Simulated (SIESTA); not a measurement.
Runs of SIESTA 5.4.2 on PbS. Symmetry: Cmcm, No. 63, orthorhombic system. The conventional cell has a = 4.160 Å, b = 11.983 Å, c = 4.279 Å, α = 90.00°, β = 90.00°, γ = 90.00°. Pb (site symmetry m2m) has 5 S at 2.69 to 2.99 Å as nearest neighbours. S (site symmetry m2m) has 5 Pb at 2.69 to 2.99 Å as nearest neighbours. Measurements of this composition are mostly on another form, of space group No. 225.

```tsv
task	level	potentials or basis	cell	k mesh	optimiser	force tolerance	stress tolerance (GPa)	grid cutoff	energy shift	gap on the mesh (eV)	pressure (GPa)	V0 of scaled cells (Å³/atom)	relaxed volume (Å³/atom)	B0 (GPa)	largest force (eV/Å)
equation of state	PBE	PseudoDojo 0.4 standard (PBE files), TZDP (energy shift 0.01 Ry)	as given	7 × 7 × 6	-	-	-	500 Ry	0.01 Ry	-	-	27.23	-	54	-
band structure	PBE	PseudoDojo 0.4 standard (PBE files), DZP (energy shift 0.01 Ry)	as given	7 × 7 × 6	-	-	-	500 Ry	0.01 Ry	1.21	1.2	-	-	-	(a)
band structure	PBE	PseudoDojo 0.4 standard (PBE files), TZDP (energy shift 0.002 Ry)	as given	7 × 7 × 6	-	-	-	500 Ry	0.002 Ry	1.22	(c)	-	-	-	0.26
relaxation of cell and atoms	LDA	PseudoDojo 0.4 standard (LDA files), DZP (energy shift 0.002 Ry)	relaxed	7 × 7 × 6	Broyden	0.02 eV/Å	-	500 Ry	0.002 Ry	1.01	0.0	-	(b)	-	-
equation of state	PBE	SG15 1.2 (PBE files) or PseudoDojo by element, DZP (energy shift 0.003 Ry; two zetas on semicore shells)	as given	7 × 7 × 6	-	-	-	500 Ry	0.003 Ry	-	-	27.67	-	51	-
relaxation of cell and atoms	PBE	PseudoDojo 0.4 standard (PBE files), DZP (energy shift 0.002 Ry)	relaxed	5 × 5 × 4	Broyden	0.01 eV/Å	0.05	750 Ry	0.002 Ry	1.20	0.0	-	27.16	-	0.01
```

Alike in all rows: no spin polarisation; smearing fermi-dirac 0.05 eV.

Problem. Estimate the missing entries.

Solution. (a) 0.30; (b) 24.46; (c) 1.5.

Caveats: the basis of atomic orbitals isn't converged, which shifts pressures, moduli and gaps; semicore shells carry a single zeta, which can move pressures by several GPa and volumes by a few percent (some runs); spin-orbit coupling is left out, which as a rule narrows the gap of such compounds by several tenths of an eV (some runs); the cell was scaled at fixed shape and fractional positions, which overstates the stiffness of a crystal with free parameters, most of all of layers and chains (some runs); the mesh misses the band edges, which the band path finds closer together (some runs); an odd mesh through Γ misses points on the zone boundary, where band edges often lie (some runs).

A k mesh can miss the band edges, and the runs leave out spin-orbit coupling on Pb.
